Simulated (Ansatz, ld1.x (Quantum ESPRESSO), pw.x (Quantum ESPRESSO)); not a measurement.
## Equation-of-state test of one TM potential (rhenium)

* Element: rhenium (Re)
* Generator: ld1.x (Quantum ESPRESSO) 7.5
* Type: norm-conserving Troullier–Martins (Kleinman–Bylander form)
* Functional: PBE
* Relativity: scalar-relativistic
* Frozen core: [Xe] 4f14
* Valence charge: 7
* Reference configuration: 5d5 6s2 6p0
* Partial waves: 6s (bound): rc 2.10 bohr; 5d (bound): rc 1.60 bohr; 5f channel at -0.05 Ry: rc 3.00 bohr; 6p (bound, empty): rc 2.85 bohr
* Local potential: the p channel
* Core correction: none

Crystal test: sc Re in pw.x 7.5, no spin, 13³ k-points, Fermi–Dirac smearing 0.01 Ry, cutoffs 70/280 Ry. The reference is all-electron LAPW (Ansatz 0.2.0) with the same functional, mesh and smearing; V0 and B0 come from Birch–Murnaghan fits to the pressures at five volumes. Errors are pseudo minus all-electron; Δ is the rms difference of the E(V) curves that follow from these fits, minima aligned, over ±6 % about the mean V0. Mesh and smearing are coarse, so the numbers serve the comparison and aren't converged zero-temperature values; the lattice is a test structure that the element need not adopt.

```
V (Å³/atom)  P all-electron (GPa)  P pseudo (GPa)
     16.316                 15.12           33.58
     16.746                  7.20           24.15
     17.175                  0.27           15.86
     17.604                 -5.80            8.57
     18.034                -11.11            2.15
```

All-electron: a0 = 2.581 Å (V0 = 17.19 Å³/atom), B0 = 257.9 GPa.

Pseudopotential: mean pressure error (GPa): +15.73. The pressure does not cross zero within the volumes sampled, so no fit is given. The largest radius (3.00 bohr) exceeds half the bond length (2.44 bohr), so the spheres overlap, which is one possible source of error among others. This is a poor potential for the solid.

Q: At the middle volume, how do free energy and pressure move when the wave cutoff is lowered (ecutrho kept at four times it)?

A:

```
cutoff (Ry)  shift of F (meV/atom)  shift of P (GPa)
         32                  +83.7             -4.63
         42                  +30.5             +0.14
         56                   +9.9             -0.46
```

The run at the middle volume (84 k-points, 6 iterations) took about 5.8 s on one core of a shared host (Neoverse-V2, 96 threads, 742 GiB, load 42).
